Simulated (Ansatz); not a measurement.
# GaN in Ansatz: the effect of functional

The system is GaN.

```
Ga N
1.0
     3.23281    0.00000    0.00000
    -1.61640    2.79969    0.00000
     0.00000    0.00000   10.42543
Ga N
4 4
Direct
  0.00000 0.00000 0.78587
  0.66667 0.33333 0.03735
  0.33333 0.66667 0.53735
  0.00000 0.00000 0.28587
  0.00000 0.00000 0.09304
  0.66667 0.33333 0.34375
  0.00000 0.00000 0.59304
  0.33333 0.66667 0.84374
```

The cell is a database's computed one.

The cell isn't the ideal one: volume scaled by 1.02.

Alike in all runs:

| Property | Result |
| --- | --- |
| Program | Ansatz 0.2.0 |
| Task | single point |
| Potentials or basis | Ansatz PAW |
| k mesh | 10 × 10 × 3 |
| Occupations | fermi-dirac, width 0.05 eV |
| Spin | no spin polarisation |

| functional | cutoff | gap on the mesh (eV) | pressure (GPa) | largest force (eV/Å) |
| --- | --- | --- | --- | --- |
| r2SCAN | 500 eV (not typed: the program's choice for these potentials) | ? | ? | ? |
| LDA | 420 eV (not typed: the program's choice for these potentials) | 0.68 | -13.9 | 0.23 |
| PBE | 420 eV (not typed: the program's choice for these potentials) | 0.67 | -3.3 | 0.22 |

Task: What does the run with functional r2SCAN give?

Result: gap on the mesh 1.06 eV; pressure -9.5 GPa; largest force 0.26 eV/Å.

Caveats: odd divisions of the mesh miss points on the zone boundary, where band edges often lie, so the gap on the mesh can be too wide; the PAW data sets come from PBE, with cores solved anew for the run's functional, which leaves a small shift of forces and pressure (some runs).

